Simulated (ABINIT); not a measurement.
Hf:

```
CELL_PARAMETERS angstrom
3.19670 0.00000 0.00000
-1.59835 2.76842 0.00000
0.00000 0.00000 5.05780
ATOMIC_POSITIONS crystal
Hf 0.66667 0.33333 0.75000
Hf 0.33333 0.66667 0.25000
```

Base run:

```yaml
Program: ABINIT 10.8.3 (patched build)
Functional: RPBE
Potentials_or_basis: JTH PAW PBE v2.0
Cutoff: 626 eV
k_mesh: 10 × 10 × 5
Occupations: fermi-dirac, width 0.05 eV
Spin: no spin polarisation
```

Its results: band gap on the k mesh none (metal or under the smearing width); pressure 3.0 GPa.

The run is repeated on the same cell with these changes: functional from RPBE to PW91. What comes out?

Band gap on the k mesh none (metal or under the smearing width); pressure -0.4 GPa.

PW91 binds more tightly than RPBE, so the same cell stands under less pressure.

Caveats: the PAW data sets were made with another functional, which shifts forces and pressure a little; spin-orbit coupling is left out, which moves the levels of the heavy elements.
